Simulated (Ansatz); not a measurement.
Runs of Ansatz 0.2.0 on MnO2. It takes space group P-3m1 (No. 164, trigonal). Conventional cell: a = 2.857 Å, b = 2.857 Å, c = 4.601 Å, α = 90.00°, β = 90.00°, γ = 120.00°. Around Mn (site symmetry -3m) lie 6 O at 1.90 Å. O (site symmetry 3m) has 3 Mn at 1.90 Å as nearest neighbours. Measurements of this composition are mostly on another form, of space group No. 136.

| task | level | cell | k mesh | points for each segment of the path | mesh quality | gap on the mesh (eV) | pressure (GPa) | moment (μB) | relaxed volume (Å³/atom) | largest force (eV/Å) |
| --- | --- | --- | --- | --- | --- | --- | --- | --- | --- | --- |
| relaxation of cell and atoms | PBE0 | relaxed | 6 × 6 × 4 | - | coarse | 4.67 | 0.0 | 3.00 | 12.61 | - |
| band structure | HSE06 | as given | 8 × 8 × 4 | 4 | not flagged | 3.50 | (a) | 3.00 | - | 0.44 |
| band structure | PBE0 | as given | 8 × 8 × 4 | 4 | not flagged | 4.26 | -3.1 | 3.00 | - | 0.45 |
| relaxation of cell and atoms | HSE06 | relaxed | 6 × 6 × 4 | - | coarse | (b) | 0.0 | 3.00 | 12.63 | - |

Alike in all rows: potentials or basis Ansatz PAW; spin collinear, ferromagnetic start; cutoff (eV) 420; smearing fermi-dirac 0.05 eV.

Problem. Estimate the missing entries.

Solution. (a) -3.0; (b) 3.90.

Caveats: some runs use coarse meshes; the magnetic or orbital state may not be the lowest; a cell with one magnetic atom can't hold antiferromagnetic order, which such compounds often take; the PAW data sets come from PBE, with cores solved anew for the run's functional, which leaves a small shift of forces and pressure; the volume moved by over 15 % at a fixed basis, so the end points are rough (some runs); the plane-wave basis is chosen anew once the cell has moved, so the energies of steps on either side of that aren't comparable (some runs); the thresholds are loose for stress (some runs).

A k mesh can miss the band edges.
